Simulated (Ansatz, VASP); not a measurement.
Given: the input of a run of Ansatz 0.2.0 on GaP.

File input.yaml:

```yaml
crystal:
  lattice:
    - [0.0, 2.72525, 2.72525]
    - [2.72525, 0.0, 2.72525]
    - [2.72525, 2.72525, 0.0]
  atoms:
    - { symbol: Ga, position: [0.0, 0.0, 0.0] }
    - { symbol: P, position: [0.75, 0.75, 0.75] }
hamiltonian:
  xc: pbesol
  pseudopotentials: { kind: paw }
kpoints:
  mp_grid: { grid: [8, 8, 8] }
scf:
  occupations: { method: fixed }
output:
  eigenvalues: true
dielectric:
  method: response
```

Potentials or basis: Ansatz PAW.

The run is started by

```sh
$ ansatz run input.yaml --threads 2 --pin off --max-ram 5632MiB --backend cpu --events-out ev --progress --plain --runs-dir out
```

Translate it to VASP 6.6.1. Potentials there: VASP PAW PBE potentials, release 64 (Ga_d, P).

As run (the cutoff follows the program's own potentials):

Contents of INCAR:

```
ALGO = Fast
EDIFF = 1E-8
ENCUT = 520
GGA = PS
IBRION = 8
ISIF = 2
ISMEAR = -1
LASPH = T
LCHARG = F
LEPSILON = T
LREAL = F
LWAVE = F
NELM = 100
PREC = Accurate
SIGMA = 0.05
```

KPOINTS

```
k-points
0
Gamma
  8 8 8
```

POSCAR

```
GaP
1.0
    0.0000000000      2.7252500000      2.7252500000
    2.7252500000      0.0000000000      2.7252500000
    2.7252500000      2.7252500000      0.0000000000
Ga P
1 1
Direct
    0.0000000000      0.0000000000      0.0000000000
    0.7500000000      0.7500000000      0.7500000000
```

Potentials or basis: VASP PAW PBE potentials, release 64 (Ga_d, P).

The run is started by

```bash
$ cat potpaw_PBE.64/Ga_d/POTCAR potpaw_PBE.64/P/POTCAR > POTCAR
$ mpirun -np 1 vasp_std > vasp.out
```

Both were run:

|  | VASP | Ansatz | Ansatz less VASP |
| --- | --- | --- | --- |
| gap on the k mesh at the Fermi level (eV) | 1.52 | 1.51 | -0.003 |
| least direct gap on the mesh (eV) | 1.75 | 1.74 | -0.007 |
| mean electronic dielectric constant | 11.60 | 10.68 | -0.916 |
| mean Born charge of the atom that differs most (e) | 2.20 | 2.12 | -0.078 |

 PBEsol gaps usually lie below the measured ones, often by a third to a half. A k mesh can miss the band edges.
